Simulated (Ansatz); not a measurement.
The elements of this relaxed trial crystal are hidden behind letters.

```
lattice vectors (Å)
  -2.5056    2.5595    4.1988
   2.5056   -2.5595    4.1988
   2.5056    2.5595   -4.1988
fractional positions
X 0.4580 0.7080 0.7500
X 0.5420 0.2920 0.2500
Z 0.1222 0.3722 0.7500
Z 0.7762 0.0262 0.7500
Z 0.2238 0.9738 0.2500
Z 0.8778 0.6278 0.2500
```

The calculation used Ansatz, DFT PBE, scalar-relativistic, plane waves, PAW. The final run on the 6-atom cell used 420 eV, a Γ-centred 10×10×10 mesh, 0.10 eV smearing and no spin polarisation.

| Quantity | Value |
| --- | --- |
| Space group | Imma (No. 74) |
| Conventional cell | a = 5.011 Å, b = 5.119 Å, c = 8.398 Å |
| Volume per atom | 17.95 Å³ |
| Density | 5.34 g/cm³ |
| Energy over the elements | +0.29 eV/atom |
| Gap on the 10×10×10 mesh of the 6-atom cell | 0 eV (a metal) |

Energies are uncorrected and count from the elements' standard states at the same level.

Question: X is a p-block element of period 3 and Z is a p-block element of period 4. Which elements are they?

Answer: X = Si, Z = Ge, so the formula is SiGe2. Density times volume gives a mean mass of 5.34 × 17.95/1.6605 = 57.7 u per atom, and this set has 57.8 u. Among the elements that the hints allow, noble gases aside, only these give it. Si has 2 Si at 2.60 Å, 4 Ge at 2.65–2.82 Å, 2 Ge at 3.19 Å and 2 Ge at 3.40 Å; Ge on its first site is surrounded by 2 Si at 2.65 Å, 2 Ge at 2.65 Å, 1 Si at 2.82 Å, 1 Ge at 2.91 Å and 4 Ge at 3.24–3.34 Å; Ge on its second site is surrounded by 4 Ge at 2.60–2.65 Å, 1 Si at 2.67 Å, 1 Ge at 2.91 Å, 2 Si at 3.19 Å and 2 Si at 3.40 Å.

Symmetry constrained the relaxation, so the result can be a saddle point. Another cell of SiGe2 relaxed alike, in P-3m1, lies 273 meV/atom lower, so this cell isn't the stable form at this level.
